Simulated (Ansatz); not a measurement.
# MgS (Niningerite) (Fm-3m) in Ansatz: further runs

The runs below take MgS (Niningerite) through band structure, single point, equation of state, with r2SCAN.

Program: Ansatz 0.2.0. These are calculated values, not measurements. Logs are shortened: lines on timing, memory, paths and dates and some standing lists are left out, and cuts for length are marked.

### 1 The structure

It takes space group Fm-3m (No. 225, cubic). Conventional cell: a = 5.203 Å, b = 5.203 Å, c = 5.203 Å, α = 90.00°, β = 90.00°, γ = 90.00°. S (site symmetry m-3m) has 6 Mg at 2.60 Å as nearest neighbours. Around Mg (site symmetry m-3m) lie 6 S at 2.60 Å.

### 2 Band structure, r2SCAN

File input.yaml:

```yaml
crystal:
  lattice:
    - [0.0, 2.60165, 2.60165]
    - [2.60165, 0.0, 2.60165]
    - [2.60165, 2.60165, 0.0]
  atoms:
    - { symbol: S, position: [0.5, 0.5, 0.5] }
    - { symbol: Mg, position: [0.0, 0.0, 0.0] }
hamiltonian:
  xc: r2scan
  pseudopotentials: { kind: paw }
kpoints:
  mp_grid: { grid: [9, 9, 9] }
  band_path:
    path:
      - [[0.0, 0.0, 0.0], [0.5, 0.0, 0.5], [0.5, 0.25, 0.75], [0.375, 0.375, 0.75], [0.0, 0.0, 0.0], [0.5, 0.5, 0.5], [0.625, 0.25, 0.625], [0.5, 0.25, 0.75], [0.5, 0.5, 0.5], [0.375, 0.375, 0.75]]
      - [[0.625, 0.25, 0.625], [0.5, 0.0, 0.5]]
    npoints: 14
scf:
  occupations: { method: fermi_dirac, width: 0.05 }
  n_extra_bands: 6
output:
  forces: true
  stress: true
  eigenvalues: true
  fatbands: false
```

Potentials or basis: Ansatz PAW.

Started as:

```bash
ansatz run input.yaml --threads 2 --pin off --max-ram 5632MiB --backend cpu --events-out ev --progress --plain --runs-dir out
```

The program printed:

```text
Warning: RAYON_NUM_THREADS=2 ignored (pool sized by the plan → 2); use --threads N
scf.n_extra_bands = 6 over 8 filled bands (N_el = 16.0): the run solves 14 bands
Engine: ansatz 0.2.0, aarch64-unknown-linux-gnu
Pseudopotentials: kind: paw
Pseudopotential: S, paw, valence charge 6, recommended cutoff 500 eV (meta_gga), S.paw.azcp
Pseudopotential: Mg, paw, valence charge 10, recommended cutoff 500 eV (meta_gga), Mg.paw.azcp
Functional definition: r2SCAN
  parameter k0 = 0.174
  parameter k1 = 0.065
  parameter a1 = 4.9479
  exchange = r2scan_x(k0 = k0, k1 = k1, a1 = a1)
  correlation = r2scan_c
Crystal: 2 atoms, lattice volume = 35.219 Å³
Basis set: ecut = 500 eV, 893 PW (Γ), exchange–correlation on 108×108×108 points (64 copies of the dense FFT grid, shifted against one another)
Bands: 14, of which v1, the nominal top of the filled ones, is band 8 counted from 1 (7 counted from 0)
Symmetry: 48 space group operations
Space group: Fm-3m (ITA 225), of the structure as read, at distance tolerance 3.3e-5 Å
k-points: 35 of 729
Non-local potential: S, projectors of the file, l = 0: 2, l = 1: 2, l = 2: 2
Non-local potential: Mg, projectors of the file, l = 0: 3, l = 1: 2, l = 2: 1
PAW form: soft (Blöchl's): semilocal exchange-correlation on the pseudo side does not see the compensation charge
PAW frozen core: S, regenerated for the run's functional (the file was generated under x = pbe(κ = 0.804, μ = 0.2195149727645171), c = pbe(β = 0.06672455060314922))
PAW frozen core: Mg, regenerated for the run's functional (the file was generated under x = pbe(κ = 0.804, μ = 0.2195149727645171), c = pbe(β = 0.06672455060314922))
PAW one-centre angular grid: S, 302 points (default); XC on 160 Gauss nodes
PAW one-centre angular grid: Mg, 302 points (default); XC on 224 Gauss nodes
Initial density: superposition of atomic densities (neutral atoms: chi_scale 0, normalization atom), corrected by the library's trained network
Initial wavefunctions: pseudopotential atomic-orbital guess
Functional: x = r2scan, c = r2scan; τ floored in thin density (d = 2e-4 eV/Å³)
SCF iter   1: F=—  HF=-2835.529584 eV  |F-HF|=—  |Δ(HF+E_count)|=         —  Δρ=6.98e-3  dr2=6.58e-3  dr2_τ=7.38e-3  ethr=1.77e-3  ⟨swp⟩=5.6  Hψ=2987  notcnv=0  defer=9
preconditioner: auto → none  [insulator: Δε(μ)=3.527 eV  Ē_g=14.381 eV  σ=0.050 eV  W_gap=1.00  n_scr=8 (ndim 8)  ℏωp=17.7 eV  f_vac=0.000  D(μ)=0.00/eV (n_scr^D=0)  ε∞_Penn≈2.5]
SCF iter   2: F=—  HF=-2835.575873 eV  |F-HF|=—  |Δ(HF+E_count)|=   4.63e-2  Δρ=2.91e-3  dr2=2.07e-3  dr2_τ=5.13e-5  ethr=4.11e-5  ⟨swp⟩=2.0  Hψ=1201  notcnv=0  defer=59
SCF iter   3: F=—  HF=-2835.576188 eV  |F-HF|=—  |Δ(HF+E_count)|=   3.15e-4  Δρ=8.12e-4  dr2=1.91e-4  dr2_τ=1.82e-5  ethr=1.29e-5  ⟨swp⟩=2.1  Hψ=582  notcnv=0  defer=59
SCF iter   4: F=—  HF=-2835.576145 eV  |F-HF|=—  |Δ(HF+E_count)|=   4.33e-5  Δρ=1.35e-4  dr2=3.64e-6  dr2_τ=4.99e-7  ethr=1.20e-6  ⟨swp⟩=2.1  Hψ=558  notcnv=0  defer=59
SCF iter   5: F=—  HF=-2835.576149 eV  |F-HF|=—  |Δ(HF+E_count)|=   4.46e-6  Δρ=1.18e-5  dr2=1.63e-8  dr2_τ=3.74e-9  ethr=2.27e-8  ⟨swp⟩=2.7  Hψ=668  notcnv=0  defer=59
SCF iter   6: F=-2835.576149 eV  HF=-2835.576149 eV  |F-HF|=7.47e-9  |Δ(HF+E_count)|=   2.92e-8  Δρ=4.97e-6  dr2=8.74e-9  dr2_τ=3.97e-10  ethr=1.02e-10  ⟨swp⟩=6.1  Hψ=2116  notcnv=0
SCF 1 converged in 6 iterations: F = -2835.576149 eV  dr2 = 8.74e-9
NSCF: frozen V_eff on 142 k-points
SCF converged after 6 iterations
Free energy (F): -2835.576149 eV
Harris-Foulkes:  -2835.576149 eV  (|F-HF|=7.47e-9)
Internal energy: -2835.576149 eV  (E = F + TS)
E sigma→0 (E₀):  -2835.576149 eV
Fermi energy:    7.962153 eV
--- Per-component energies (eV) ---
  E_band       = -349.387028
  E_kinetic    = 184.895097
  E_local      = -1667.168644  (includes V_loc(G=0)·N_el)
  E_nonlocal   = 123.582137
  E_hartree    = 593.956075
  E_xc         = -120.722549
  E_vxc        = -136.251628  (∫ρ·V_xc dr)
  E_paw        = -906.242269  (= ΣΔE_a)
  E_vpaw       = -49.339873  (= ΣTr[D̂ρ^β])
  E_aug_tail   = -0.000001  (compensation charges beyond the density's cutoff)
  E_vtau       = 6.985462  (kinetic-family band-sum trace: ∫τ·v_τ [+ j·A + Jᵃ·Aᵃ] dr)
  E_ewald      = -1043.740020
  E_core_change = -0.135975  (= ΣΔE_core)
  E_smearing   = -0.000000  (= −TS)
  E_closure    = -0.000000  (closes the sum)
  Σ components = -2835.576149   (vs F -2835.576149, Δ=0.00e0)
--- Forces (eV/Å), atoms counted from 1 ---
  atom   1  S      0.00000000    -0.00000000    -0.00000000
  atom   2  Mg    -0.00000000     0.00000000     0.00000000
  max |Σ_I F_I| component: 4.19e-30 eV/Å
--- Stress (GPa, compression-positive) ---
       -0.009798       0.000000       0.000000
        0.000000      -0.009798      -0.000000
       -0.000000      -0.000000      -0.009798
  P = ⅓ Tr σ = -0.0098 GPa (-0.098 kbar)
--- Band table (eV; the first three rows and the last of 35) ---
  k-point 0: bands = ["-71.3920", "-36.4906", "-36.4906", "-36.4906", "-7.0267", "6.1588", "6.1588", "6.1588", "10.7993", "14.6413", "14.6413", "14.6413", "16.9972", "16.9972"]
  k-point 1: bands = ["-71.3919", "-36.4914", "-36.4907", "-36.4907", "-6.9027", "5.3289", "6.0736", "6.0736", "11.4388", "14.3996", "14.8674", "14.8674", "16.5118", "16.5118"]
  k-point 2: bands = ["-71.3918", "-36.4933", "-36.4909", "-36.4909", "-6.5594", "3.7587", "5.8748", "5.8748", "11.9099", "14.7204", "14.7204", "14.9242", "16.7477", "16.7477"]
  k-point 34: bands = ["-71.3916", "-36.4951", "-36.4943", "-36.4929", "-5.2989", "2.5734", "3.1390", "4.0484", "12.0064", "14.1525", "14.5577", "16.0073", "20.7609", "21.0893"]
```

bands.tsv:

```text
# k_distance	band_0	band_1	band_2	band_3	band_4	band_5	band_6	band_7	band_8	band_9	band_10	band_11	band_12	band_13
# fermi_ev = 7.962153
# lock_threshold_ev = 1e-6
# [0, 0, 0] at k_distance = 0.000000
[... 154 lines left out ...]
7.629448	-79.353726	-44.458465	-44.455337	-44.455147	-13.266323	-6.026464	-3.728752	-3.501032	1.826400	3.311911	10.842156	11.035972	12.560000	13.530517
7.659943	-79.353732	-44.458502	-44.455276	-44.455169	-13.268067	-6.045073	-3.644514	-3.513198	1.757772	3.219556	11.073142	11.165645	12.651825	13.259515
7.690438	-79.353735	-44.458529	-44.455233	-44.455185	-13.269401	-6.058378	-3.581371	-3.521917	1.704564	3.154681	11.265117	11.282059	12.720477	13.022007
7.720933	-79.353735	-44.458545	-44.455206	-44.455194	-13.270238	-6.066367	-3.542193	-3.527158	1.670774	3.116293	11.328048	11.440996	12.763016	12.845909
7.751428	-79.353749	-44.458551	-44.455199	-44.455199	-13.270556	-6.069031	-3.528918	-3.528918	1.659159	3.103591	11.349545	11.503702	12.777410	12.777410
```

It took 2.8 s on 2 threads of Arm Neoverse V1, shared host; peak memory 0.36 GiB.

Results:

```yaml
Free_energy: -2835.5761 eV
Pressure: 0.0 GPa
Band_gap_on_the_k_mesh: 3.59 eV, indirect (least direct gap 4.64 eV)
Band_gap_along_the_path: 3.46 eV, indirect (least direct gap 4.64 eV)
```

Levels at the corners of the path, in eV from the valence-band top:
| point | band 4 | band 5 | band 6 | band 7 | band 8 | band 9 | band 10 | band 11 | band 12 | band 13 |
| --- | --- | --- | --- | --- | --- | --- | --- | --- | --- | --- |
| Γ | -42.65 | -13.19 | 0.00 | 0.00 | 0.00 | 4.64 | 8.48 | 8.48 | 8.48 | 10.84 |
| X | -42.65 | -11.47 | -4.27 | -1.73 | -1.73 | 3.46 | 4.91 | 13.15 | 13.31 | 14.58 |
| W | -42.65 | -11.42 | -3.28 | -3.28 | -2.34 | 5.92 | 8.59 | 8.59 | 8.81 | 15.53 |
| K | -42.65 | -11.47 | -3.75 | -3.20 | -1.40 | 4.56 | 7.32 | 10.39 | 10.91 | 12.97 |
| Γ | -42.65 | -13.19 | 0.00 | 0.00 | 0.00 | 4.64 | 8.48 | 8.48 | 8.48 | 10.84 |
| L | -42.65 | -11.84 | -4.87 | -0.62 | -0.62 | 5.21 | 7.49 | 7.49 | 11.28 | 13.23 |
| U | -42.65 | -11.47 | -3.75 | -3.20 | -1.40 | 4.56 | 7.32 | 10.39 | 10.91 | 12.97 |
| W | -42.65 | -11.42 | -3.28 | -3.28 | -2.34 | 5.92 | 8.59 | 8.59 | 8.81 | 15.53 |
| L | -42.65 | -11.84 | -4.87 | -0.62 | -0.62 | 5.21 | 7.49 | 7.49 | 11.28 | 13.23 |
| K | -42.65 | -11.47 | -3.75 | -3.20 | -1.40 | 4.56 | 7.32 | 10.39 | 10.91 | 12.97 |
| U | -42.65 | -11.47 | -3.75 | -3.20 | -1.40 | 4.56 | 7.32 | 10.39 | 10.91 | 12.97 |
| X | -42.65 | -11.47 | -4.27 | -1.73 | -1.73 | 3.46 | 4.91 | 13.15 | 13.31 | 14.58 |

Caveat: the k mesh misses the band edges, so the gap on the mesh is wider than the one along the path; the PAW data sets come from PBE, with cores solved anew for the run's functional, which leaves a small shift of forces and pressure.

[end of part 1 of 2]
